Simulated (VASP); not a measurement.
# Ge (Cmmm) in VASP: notebook

One crystal, Ge, is run at these levels: PBE; tasks: single point.

Program: VASP 6.6.1. These are calculated values, not measurements. Logs are shortened: lines on timing, memory, paths and dates and some standing lists are left out, and cuts for length are marked.

### 1 The crystal as given

Symmetry: Cmmm, No. 65, orthorhombic system. Conventional cell: a = 2.794 Å, b = 5.201 Å, c = 2.698 Å, α = 90.00°, β = 90.00°, γ = 90.00°. Ge (site symmetry mmm) has 8 Ge at 2.70 to 2.95 Å as nearest neighbours.

This isn't the form of Ge at room conditions, which is diamond.

### 2 Single point, PBE

The input, INCAR:

```
PREC = Accurate ; ENCUT = 450
EDIFF = 1E-7 ; ISMEAR = 0
SIGMA = 0.05 ; LREAL = F
LASPH = T ; NELM = 100
ALGO = Normal ; ISIF = 2
LWAVE = F ; LCHARG = F
GGA = PE ; NBANDS = 13
ADDGRID = F
```

The input, KPOINTS:

```
Automatic mesh
0
Gamma
  5 5 5
```

The input, POSCAR:

```
Ge
1.0
    1.3971490000     -2.6005160000      0.0000000000
    1.3971490000      2.6005160000      0.0000000000
    0.0000000000      0.0000000000      2.6982310000
Ge
1
Direct
    0.5000000000      0.5000000000      0.0000000000
```

Potentials or basis: VASP PAW PBE potentials, release 64 (Ge_d).

On the command line:

```
> cat potpaw_PBE.64/Ge_d/POTCAR > POTCAR
> mpirun -np 1 vasp_std > vasp.out
```

OUTCAR:

```text
PREC = Accurate
   ENCUT = 450
   EDIFF = 1E-7
   ISMEAR = 0
   LREAL = F
   LASPH = T
   NELM = 100
   ISIF = 2
   GGA = PE

 Found     27 irreducible k-points:

 Following reciprocal coordinates:
            Coordinates               Weight
  0.000000  0.000000  0.000000      1.000000
  0.200000 -0.000000  0.000000      4.000000
  0.400000  0.000000  0.000000      4.000000
  0.200000  0.200000  0.000000      2.000000
  0.400000  0.200000  0.000000      4.000000
 -0.400000  0.200000  0.000000      4.000000
   k-points           NKPTS =     27   k-points in BZ     NKDIM =     27   number of bands    NBANDS=     13
   number of dos      NEDOS =    301   number of ions     NIONS =      1
   total plane-waves  NPLWV =   8000
   dimension x,y,z NGX =    20 NGY =   20 NGZ =   20
   dimension x,y,z NGXF=    40 NGYF=   40 NGZF=   40
   ions per type =               1
   NGX,Y,Z   is equivalent  to a cutoff of  11.26, 11.26, 12.32 a.u.
   NGXF,Y,Z  is equivalent  to a cutoff of  22.53, 22.53, 24.65 a.u.
 SYSTEM =  unknown system
   PREC   = accura    normal or accurate (medium, high low for compatibility)
   ISTART =      0    job   : 0-new  1-cont  2-samecut
   ICHARG =      2    charge: 1-file 2-atom 10-const
   ISPIN  =      1    spin polarized calculation?
   LNONCOLLINEAR =      F non collinear calculations
   LSORBIT =      F    spin-orbit coupling
   LASPH  =      T    aspherical Exc in radial PAW
   ENCUT  =  450.0 eV  33.07 Ry    5.75 a.u.   5.11  5.11  4.67*2*pi/ulx,y,z
   NELM   =    100;   NELMIN=  2; NELMDL= -5     # of ELM steps
   EDIFF  = 0.1E-06   stopping-criterion for ELM
   LREAL  =      F    real-space projection
   EDIFFG = 0.1E-05   stopping-criterion for IOM
   NSW    =      0    number of steps for IOM
   IBRION =     -1    ionic relax: 0-MD 1-quasi-New 2-CG
   NFREE  =      0    steps in history (QN), initial steepest desc. (CG)
   ISIF   =      2    stress and relaxation
   ISYM   =      2    0-nonsym 1-usesym 2-fastsym
   POTIM  = 0.5000    time-step for ionic-motion
   TEBEG  =    0.0;   TEEND  =   0.0 temperature during run
   PSTRESS=    0.0 pullay stress
   NELECT =      14.0000    total number of electrons
   NUPDOWN=      -1.0000    fix difference up-down
   EMIN   =  10.00;   EMAX   =-10.00  energy-range for DOS
   EFERMI =   0.00;   METHOD = LEGACY
   ISMEAR =     0;   SIGMA  =   0.05  broadening in eV -4-tet -1-fermi 0-gaus
   EFERMI_NEDOS =   21; number of points for ismear=-14 and -15
   IALGO  =     38    algorithm
   IMIX   =      4    mixing-type and parameters
     AMIX     =   0.40;   BMIX     =  1.00
     AMIX_MAG =   1.60;   BMIX_MAG =  1.00
  volume/ion in A,a.u.               =      19.61       132.31
  Fermi-wavevector in a.u.,A,eV,Ry     =   1.463234  2.765111 29.130796  2.141053
  Thomas-Fermi vector in A             =   2.579353
   LORBIT       =      0    0 simple, 1 ext, 2 COOP (PROOUT), +10 PAW based schemes
   GGA     = PE    functional components
   LHFCALC =     F    Hartree Fock is set to
   AEXX    =    0.0000 exact exchange contribution
   IVDW    =     0    specifies the selected vdW correction
   LEPSILON=     F    determine dielectric tensor
   LRPA    =     F    only Hartree local field effects (RPA)
 non-spin polarized calculation
 Gauss-broadening in eV      SIGMA  =   0.05
  energy-cutoff  :      450.00
  volume of cell :       19.61
 maximum number of plane-waves:       433
   NGX = 11   NGY = 11   NGZ =  9

 number of electron      14.0000004 magnetization

 Free energy of the ion-electron system (eV)
  ---------------------------------------------------
  ext. energy  EPLUGINS =         0.00000000
  ---------------------------------------------------
  free energy    TOTEN  =        -4.24015144 eV

  energy without entropy =       -4.23921923  energy(sigma->0) =       -4.23968534

 E-fermi :   6.0898     XC(G=0): -11.0309

 val. band max:        5.9526244903   @ k =   0.4000   0.4000   0.4000
 cond. band min:       6.1304224223   @ k =   0.4000   0.2000   0.2000
 fundamental gap:      0.1777979321
 Fermi energy:         6.0897559397

 k-point     1 :       0.0000    0.0000    0.0000
  band No.  band energies     occupation
      1     -18.4748      2.00000
      2     -18.4129      2.00000
      3     -18.3626      2.00000
      4     -18.2600      2.00000
      5     -18.2433      2.00000
      6      -6.6353      2.00000
      7      12.8912      0.00000
      8      13.3639      0.00000
      9      14.8767      0.00000
     10      16.3831      0.00000
     11      18.7206      0.00000
     12      21.0944      0.00000
     13      21.2317      0.00000

 k-point     2 :       0.2000   -0.0000    0.0000
  band No.  band energies     occupation
      1     -18.4531      2.00000
      2     -18.3867      2.00000
      3     -18.3521      2.00000
      4     -18.2678      2.00000
      5     -18.2581      2.00000
      6      -5.6656      2.00000
      7       9.0685      0.00000
      8      11.6583      0.00000
      9      13.8155      0.00000
     10      15.9822      0.00000
     11      18.0849      0.00000
     12      22.4593      0.00000
     13      25.5958      0.00000

 k-point     3 :       0.4000    0.0000    0.0000
  band No.  band energies     occupation
      1     -18.4476      2.00000
      2     -18.3727      2.00000
      3     -18.2945      2.00000
      4     -18.2793      2.00000
      5     -18.2679      2.00000
      6      -2.8584      2.00000
      7       2.6919      2.00000
      8       9.9051      0.00000
      9      13.9452      0.00000
     10      16.1036      0.00000
     11      20.7343      0.00000
     12      24.1411      0.00000
     13      25.0179      0.00000

 k-point     4 :       0.2000    0.2000    0.0000
  band No.  band energies     occupation
      1     -18.4280      2.00000
      2     -18.3892      2.00000
      3     -18.2957      2.00000
      4     -18.2876      2.00000
      5     -18.2696      2.00000
      6      -3.6458      2.00000
      7       5.0023      2.00000
      8       7.6104      0.00000
      9      15.5681      0.00000
     10      18.8576      0.00000
     11      19.4986      0.00000
     12      21.3720      0.00000
     13      25.9927      0.00000

 k-point     5 :       0.4000    0.2000    0.0000
  band No.  band energies     occupation
      1     -18.4208      2.00000
      2     -18.3659      2.00000
      3     -18.2936      2.00000
      4     -18.2925      2.00000
      5     -18.2772      2.00000
      6      -1.1468      2.00000
      7       1.7003      2.00000
      8       5.3894      2.00000
      9      17.0837      0.00000
     10      19.3040      0.00000
     11      22.9864      0.00000
     12      23.5753      0.00000
     13      23.6821      0.00000

 k-point     6 :      -0.4000    0.2000    0.0000
  band No.  band energies     occupation
      1     -18.4320      2.00000
      2     -18.3908      2.00000
      3     -18.3129      2.00000
      4     -18.2857      2.00000
      5     -18.2620      2.00000
      6      -3.9965      2.00000
      7       5.1689      2.00000
      8       7.4588      0.00000
      9      15.2452      0.00000
     10      19.3545      0.00000
     11      20.6923      0.00000
     12      23.4703      0.00000
     13      26.1462      0.00000

 [... further k-points ...]

------------------------ aborting loop because EDIFF is reached ----------------------------------------

  FORCE on cell =-STRESS in cart. coord.  units (eV):
  Direction    XX          YY          ZZ          XY          YZ          ZX
  --------------------------------------------------------------------------------------
  -------------------------------------------------------------------------------------
  Total       -0.2909719      0.9008895      0.0091065     -0.0000000      0.0000000      0.0000000
  in kB      -23.7766293     73.6157470      0.7441296     -0.0000000      0.0000000      0.0000000
  external PRESSURE =      16.8610824 kB  Pullay stress =       0.0000000 kB

 VOLUME and BASIS-vectors are now :
 -----------------------------------------------------------------------------
  energy-cutoff  :      450.00
  volume of cell :       19.61
      direct lattice vectors                 reciprocal lattice vectors
     1.397149000 -2.600516000  0.000000000     0.357871637 -0.192269534  0.000000000
     1.397149000  2.600516000  0.000000000     0.357871637  0.192269534  0.000000000
     0.000000000  0.000000000  2.698231000     0.000000000  0.000000000  0.370613191

 POSITION                                       TOTAL-FORCE (eV/Angst)
 -----------------------------------------------------------------------------------
      1.39715      0.00000      0.00000         0.000000      0.000000      0.000000
 -----------------------------------------------------------------------------------
    total drift:                               -0.000000      0.000000     -0.000000

  FREE ENERGIE OF THE ION-ELECTRON SYSTEM (eV)
  ---------------------------------------------------
  free  energy   TOTEN  =        -4.2401514412 eV

  energy  without entropy=       -4.2392192293  energy(sigma->0) =       -4.23968534
```

Run time: 2.5 s. Hardware: 1 thread of Intel Xeon 6975P-C (Granite Rapids), shared host; peak memory 0.12 GiB.

These settings aren't checked as converged: the numbers below hold their error.

What came out:

* Free energy: -4.2402 eV
* Pressure: 1.7 GPa
* Band gap on the k mesh: none (metal or under the smearing width)

Caveat: the k mesh is coarse (spacing up to 0.51 Å⁻¹), so the values aren't converged.

### 3 Single point, PBE

This run uses another cell than the first one, of the same volume but with other edges.

INCAR is that of step 2.

KPOINTS is that of step 2.

The input, POSCAR:

```
Ge
1.0
    1.4161900000     -2.6475770000      0.0134350000
    1.3961930000      2.6368340000      0.0183540000
    0.0306960000      0.0025520000      2.6389690000
Ge
1
Direct
    0.4852650000      0.4800630000      0.0156560000
```

Potentials or basis: VASP PAW PBE potentials, release 64 (Ge_d).

On the command line:

```
> cat potpaw_PBE.64/Ge_d/POTCAR > POTCAR
> mpirun -np 1 vasp_std > vasp.out
```

It took 4 s on 1 thread of Intel Xeon 6975P-C (Granite Rapids), shared host; peak memory 0.13 GiB.

The run converged, but some of its settings lie outside the range that counts as converged, so its numbers aren't taken as properties of the crystal.

What came out:

* Free energy: -4.2446 eV
* Pressure: 0.0 GPa
* Band gap on the k mesh: none (metal or under the smearing width)

Caveat: the k mesh is coarse (spacing up to 0.51 Å⁻¹), so the values aren't converged.
